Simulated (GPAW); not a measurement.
Crystal: SiC.

```
CELL_PARAMETERS angstrom
3.07569 0.00000 0.00000
-1.53785 2.66363 0.00000
0.00000 0.00000 10.07065
ATOMIC_POSITIONS crystal
Si 0.00000 0.00000 0.18789
Si 0.00000 0.00000 0.68789
Si 0.33333 0.66667 0.43784
Si 0.66667 0.33333 0.93784
C 0.00000 0.00000 0.00046
C 0.00000 0.00000 0.50046
C 0.33333 0.66667 0.24980
C 0.66667 0.33333 0.74980
```

The cell is a database's computed one.

Base run:

| Item | Value |
| --- | --- |
| Program | GPAW 26.7.0 |
| Functional | SOGGA |
| Potentials or basis | PAW data sets generated in the run's folder for this functional |
| Cutoff | 800 eV |
| Basis | pw |
| k mesh | 6 × 6 × 2 |
| Occupations | fermi-dirac, width 0.05 eV |
| Spin | no spin polarisation |

Its results: band gap on the k mesh 2.11 eV, indirect (least direct gap 3.24 eV); pressure 1.4 GPa; largest force 0.003 eV/Å.

Q: The run is repeated on the same cell with these changes: functional from SOGGA to OLYP; band points from 100 to 60. What comes out?

A: Band gap on the k mesh 2.28 eV, indirect (least direct gap 3.42 eV); pressure 3.8 GPa; largest force 0.017 eV/Å.

Not every run made on this cell is shown here.
